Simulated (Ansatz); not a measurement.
# Br: the cost of one run

Method: DFT PBEsol, scalar-relativistic, plane waves, PAW, in Ansatz 0.2.0.

2 further runs of the same task are left out: 2 set aside as unsound or not needed.

### Step 1. The system as given

It takes space group Cmce (No. 64, orthorhombic). Conventional cell: a = 7.194 Å, b = 4.017 Å, c = 8.536 Å, α = 90.00°, β = 90.00°, γ = 90.00°. Around Br (site symmetry m) lie 1 Br at 2.40 Å.

Structure file:

```
Br
1.0
     3.59710   -2.00863    0.00000
     3.59710    2.00863    0.00000
     0.00000    0.00000    8.53587
Br
4
Direct
  0.84576 0.15424 0.12006
  0.65424 0.34576 0.62006
  0.15424 0.84576 0.87994
  0.34576 0.65424 0.37994
```

It is the result of an earlier relaxation at this level (volume 30.84 Å³/atom; gap on the mesh: 1.20 eV).

### Step 2. Electronic structure at the relaxed geometry

File input.yaml:

```yaml
crystal:
  lattice:
    - [3.5971020981, -2.0086302992, 0.0]
    - [3.5971020981, 2.0086302992, 0.0]
    - [0.0, 0.0, 8.5358735313]
  atoms:
    - { symbol: Br, position: [0.845761743, 0.154238257, 0.1200637261] }
    - { symbol: Br, position: [0.654238257, 0.345761743, 0.6200637261] }
    - { symbol: Br, position: [0.154238257, 0.845761743, 0.8799362739] }
    - { symbol: Br, position: [0.345761743, 0.654238257, 0.3799362739] }
basis:
  ecutwfc: 420
kpoints:
  mp_grid: { grid: [8, 8, 4] }
  band_path:
    path:
      - [[0.0, 0.0, 0.0], [0.5, 0.5, 0.0], [0.3279533, 0.6720467, 0.0]]
      - [[-0.3279533, 0.3279533, 0.0], [0.0, 0.0, 0.0], [0.0, 0.0, 0.5], [-0.3279533, 0.3279533, 0.5]]
      - [[0.3279533, 0.6720467, 0.5], [0.5, 0.5, 0.5], [0.5, 0.5, 0.0]]
      - [[0.0, 0.0, 0.0], [0.0, 0.5, 0.0], [0.0, 0.5, 0.5], [0.0, 0.0, 0.5], [0.5, 0.5, 0.5]]
    npoints: 14
hamiltonian:
  xc: pbesol
scf:
  occupations: { method: gaussian, width: 0.02 }
  n_extra_bands: 10
output:
  forces: true
  stress: true
  eigenvalues: true
  populations: true
  dos: { projected: true, de: 0.02, nscf_kmesh: { grid: [12, 12, 6] } }
  bader: true
  write_density: true
  write_potential: true
  elf: true
  volumetric_format: npy
```

Started as:

```
$ ansatz run input.yaml --threads 1 --pin off --max-ram 2560MiB --backend cpu --events-out ev --progress --plain --runs-dir out
```

**Question.** How long does this run take on 1 thread of Arm Neoverse V1, shared host, and how much memory does it need?

About 71 s, with a peak of 0.53 GiB.
